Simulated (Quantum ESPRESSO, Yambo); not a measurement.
# LiF (Griceite): G0W0 in Yambo against the bands, part 2 of 2

How does the gap of LiF (Griceite) converge in the bands?

Yambo 5.3.0; PBE and many-body steps on it, plane waves. Known limits of the many-body steps: not at the basis limit; coarse k mesh.

So far. Step 4 (53 bands): Against the run before, the gap moves by +0.065 eV.

### 5. 94 bands

Level of this step: G0W0 on PBE, plane waves, norm-conserving pseudopotentials (Yambo).

gw4.in reads:

```
HF_and_locXC
gw0
dyson
ppa
em1d
rim_cut
RandQpts= 1000000
RandGvec= 1 RL
EXXRLvcs= 72 Ry
VXCRLvcs= 288 Ry
Chimod= "HARTREE"
% BndsRnXp
 1 | 94 |
%
NGsBlkXp= 15.5 Ry
% LongDrXp
 1 | 1 | 1 |
%
% GbndRnge
 1 | 94 |
%
DysSolver= "n"
ExtendOut
PPAPntXp= 27.21138 eV
% QPkrange
 1 | 1 | 4 | 7 |
%
```

Launch:

```bash
$ OMP_NUM_THREADS=1 mpirun -n 8 yambo -F gw4.in -J gw4 -C gw4 > gw4.log
```

The program printed:

```text
 Yambo, version 5.3.0

 [02] CORE Variables Setup
 =========================

  [... cell, symmetries and grids as in the set-up ...]

  [02.05] Energies & Occupations
  ==============================

  [X] === General ===
  [X] Electronic Temperature                        :  0.000000  0.000000 [eV K]
  [X] Bosonic    Temperature                        :  0.000000  0.000000 [eV K]
  [X] Finite Temperature mode                       : no
  [X] El. density                                   :  0.61206E+24 [cm-3]
[...]
Sx RL components                                 :  1211

   QP @ state[ 1 ] K range                          :  1  1
   QP @ state[ 1 ] b range                          :   4   7
   GF energies kind                                 : Perdew, Burke & Ernzerhof(X)+Perdew, Burke & Ernzerhof(C)
   GF WF`s kind                                     : Perdew, Burke & Ernzerhof(X)+Perdew, Burke & Ernzerhof(C)
   Xs energies kind                                 : Perdew, Burke & Ernzerhof(X)+Perdew, Burke & Ernzerhof(C)
   Xs WF`s kind                                     : Perdew, Burke & Ernzerhof(X)+Perdew, Burke & Ernzerhof(C)

 [11] Game Over & Game summary
```

Elapsed: 11 s, on 8 MPI ranks of Arm Neoverse V1, shared host; peak memory 2.4 GiB.

Numbers from this step:

```yaml
g0w0_gap_on_the_points_computed: 13.31 eV
starting_gap_on_the_mesh: 9.115 eV
k_of_the_valence_top: 0, 0, 0
k_of_the_conduction_bottom: 0, 0, 0
least_direct_g0w0_gap_on_the_computed_points: 13.31 eV
```

Against the run before, the gap moves by +0.084 eV.

### 6. 142 bands

gw5.in reads:

```
HF_and_locXC
gw0
dyson
ppa
em1d
rim_cut
RandQpts= 1000000
RandGvec= 1 RL
EXXRLvcs= 72 Ry
VXCRLvcs= 288 Ry
Chimod= "HARTREE"
% BndsRnXp
 1 | 142 |
%
NGsBlkXp= 15.5 Ry
% LongDrXp
 1 | 1 | 1 |
%
% GbndRnge
 1 | 142 |
%
DysSolver= "n"
ExtendOut
PPAPntXp= 27.21138 eV
% QPkrange
 1 | 1 | 4 | 7 |
%
```

Launch:

```bash
$ OMP_NUM_THREADS=1 mpirun -n 8 yambo -F gw5.in -J gw5 -C gw5 > gw5.log
```

The program printed:

```text
 Yambo, version 5.3.0

 [02] CORE Variables Setup
 =========================

  [... cell, symmetries and grids as in the set-up ...]

  [02.05] Energies & Occupations
  ==============================

  [X] === General ===
  [X] Electronic Temperature                        :  0.000000  0.000000 [eV K]
  [X] Bosonic    Temperature                        :  0.000000  0.000000 [eV K]
  [X] Finite Temperature mode                       : no
  [X] El. density                                   :  0.61206E+24 [cm-3]
[...]
Sx RL components                                 :  1211

   QP @ state[ 1 ] K range                          :  1  1
   QP @ state[ 1 ] b range                          :   4   7
   GF energies kind                                 : Perdew, Burke & Ernzerhof(X)+Perdew, Burke & Ernzerhof(C)
   GF WF`s kind                                     : Perdew, Burke & Ernzerhof(X)+Perdew, Burke & Ernzerhof(C)
   Xs energies kind                                 : Perdew, Burke & Ernzerhof(X)+Perdew, Burke & Ernzerhof(C)
   Xs WF`s kind                                     : Perdew, Burke & Ernzerhof(X)+Perdew, Burke & Ernzerhof(C)

 [11] Game Over & Game summary
```

Run time: 17 s. Hardware: 8 MPI ranks; peak memory 2.5 GiB.

This step gave:

```
G0W0 gap on the points computed              : 13.36 eV
starting gap on the mesh                     : 9.115 eV
k of the valence top                         : 0, 0, 0
k of the conduction bottom                   : 0, 0, 0
least direct G0W0 gap on the computed points : 13.36 eV
```

Against the run before, the gap moves by +0.050 eV.

### 7. 197 bands

gw6.in reads:

```
HF_and_locXC
gw0
dyson
ppa
em1d
rim_cut
RandQpts= 1000000
RandGvec= 1 RL
EXXRLvcs= 72 Ry
VXCRLvcs= 288 Ry
Chimod= "HARTREE"
% BndsRnXp
 1 | 197 |
%
NGsBlkXp= 15.5 Ry
% LongDrXp
 1 | 1 | 1 |
%
% GbndRnge
 1 | 197 |
%
DysSolver= "n"
ExtendOut
PPAPntXp= 27.21138 eV
% QPkrange
 1 | 1 | 4 | 7 |
%
```

Launch:

```bash
$ OMP_NUM_THREADS=1 mpirun -n 8 yambo -F gw6.in -J gw6 -C gw6 > gw6.log
```

The program printed:

```text
 Yambo, version 5.3.0

 [02] CORE Variables Setup
 =========================

  [... cell, symmetries and grids as in the set-up ...]

  [02.05] Energies & Occupations
  ==============================

  [X] === General ===
  [X] Electronic Temperature                        :  0.000000  0.000000 [eV K]
  [X] Bosonic    Temperature                        :  0.000000  0.000000 [eV K]
  [X] Finite Temperature mode                       : no
  [X] El. density                                   :  0.61206E+24 [cm-3]
[...]
Sx RL components                                 :  1211

   QP @ state[ 1 ] K range                          :  1  1
   QP @ state[ 1 ] b range                          :   4   7
   GF energies kind                                 : Perdew, Burke & Ernzerhof(X)+Perdew, Burke & Ernzerhof(C)
   GF WF`s kind                                     : Perdew, Burke & Ernzerhof(X)+Perdew, Burke & Ernzerhof(C)
   Xs energies kind                                 : Perdew, Burke & Ernzerhof(X)+Perdew, Burke & Ernzerhof(C)
   Xs WF`s kind                                     : Perdew, Burke & Ernzerhof(X)+Perdew, Burke & Ernzerhof(C)

 [11] Game Over & Game summary
```

It took 22 s on 8 MPI ranks; peak memory 2.7 GiB.

Numbers from this step:

| Property | Result |
| --- | --- |
| G0W0 gap on the points computed | 13.39 eV |
| starting gap on the mesh | 9.115 eV |
| k of the valence top | 0, 0, 0 |
| k of the conduction bottom | 0, 0, 0 |
| least direct G0W0 gap on the computed points | 13.39 eV |

Against the run before, the gap moves by +0.030 eV.

### 8. Side by side

Times are wall times on 8 MPI ranks of Arm Neoverse V1, shared host, good to a factor of about two.

```csv
run,mesh,bands,screening cutoff (eV),DFT gap (eV),gap on the mesh (eV),direct (eV),time
16 bands,4×4×4,16,210.9,9.115,13.290,13.290,6.7 s
29 bands,4×4×4,29,210.9,9.115,13.160,13.160,8 s
53 bands,4×4×4,53,210.9,9.115,13.225,13.225,7.8 s
94 bands,4×4×4,94,210.9,9.115,13.309,13.309,11 s
142 bands,4×4×4,142,210.9,9.115,13.359,13.359,17 s
197 bands,4×4×4,197,210.9,9.115,13.389,13.389,22 s
```

### 9. Summary of results

```
16 bands     : 13.290 eV
29 bands     : 13.160 eV
53 bands     : 13.225 eV
94 bands     : 13.309 eV
142 bands    : 13.359 eV
197 bands    : 13.389 eV
known limits : not at the basis limit; coarse k mesh
```

What this shows: The setting moved: bands. From 16 bands to 197 bands the gap moves by +0.10 eV, for 3.3 times the time, not steadily: it passes through 13.16 eV. The last step still moves it by +0.030 eV. Bands and screening cutoff are coupled, so a series along one setting does not show full convergence. Bands and cutoff are finite, so the gap is not at the basis limit. The miss can reach some tenths of an eV and take either sign; the mesh is an error of its own. In the G0W0 runs levels were corrected at 1 k point alone, so a gap called «on the mesh» is the least over those, and an edge elsewhere would be missed. The 4×4×4 mesh is coarse for this cell, which bears on the long-range parts of exchange and screening.

[Paths, hosts, dates, memory and timing lines, banners, echoed tables and standing remarks are left out of the program output.]

[Logs are printed without paths, hosts, clocks, repeated set-up lines and the standing remarks that a program may print on its own settings, such as how far it seeks lower states.]

[Runs of the session that timed out or met a known fault of the program may be left out.]

[Hosts, paths, dates, database ids (printed as entryN), source tags and the programs' standing remarks are cut or masked in the printed files.]
